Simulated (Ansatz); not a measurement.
# Al2O3: field gradients at two levels of theory

Cell: a refined structure from the COD, ions relaxed with PBE at fixed cell.

```cif
data_Al2O3
_symmetry_space_group_name_H-M 'R-3c:H'
_symmetry_Int_Tables_number 167
_cell_length_a 4.7605
_cell_length_b 4.7605
_cell_length_c 12.9956
_cell_angle_alpha 90.000
_cell_angle_beta 90.000
_cell_angle_gamma 120.000
loop_
_atom_site_label
_atom_site_type_symbol
_atom_site_symmetry_multiplicity
_atom_site_Wyckoff_symbol
_atom_site_fract_x
_atom_site_fract_y
_atom_site_fract_z
Al Al 12 c 0.0000 0.0000 0.8521
O O 18 e 0.9731 0.3333 0.0833
```

One atom of each set is listed; the run and its k-mesh use a cell of 10 atoms with edges of 5.13, 5.13, 5.13 Å.

First run. All values are calculated (Ansatz; DFT, PBE, plane waves and PAW, scalar-relativistic, 420 eV cutoff, Γ-centred 8×8×8 k-points, Fermi–Dirac smearing 0.02 eV), not measured.

| site | V_zz (10²¹ V/m²) | η |
| --- | --- | --- |
| Al | 0.56 | 0.00 |
| O | -3.88 | 0.51 |

Second run. The same atoms and settings, except that the functional is r2SCAN and the cutoff is 500 eV.

Task: What does the second run give?

Result: 

| site | V_zz | η | change of V_zz |
| --- | --- | --- | --- |
| Al | 0.56 | 0.00 | 0.00 |
| O | -3.86 | 0.51 | +0.02 |

No V_zz moves by more than 0.02. In per cent, |V_zz| changes by +1 on Al, 0 on O (all sites that start above 0.5).

For the first run: At this cell the PBE pressure is 7 GPa, so with PBE the cell would grow if it were relaxed.
For the second run: With these PAW files V_zz is typically within 2 to 3 % of all-electron values, but misses above 10 % occur on Al.
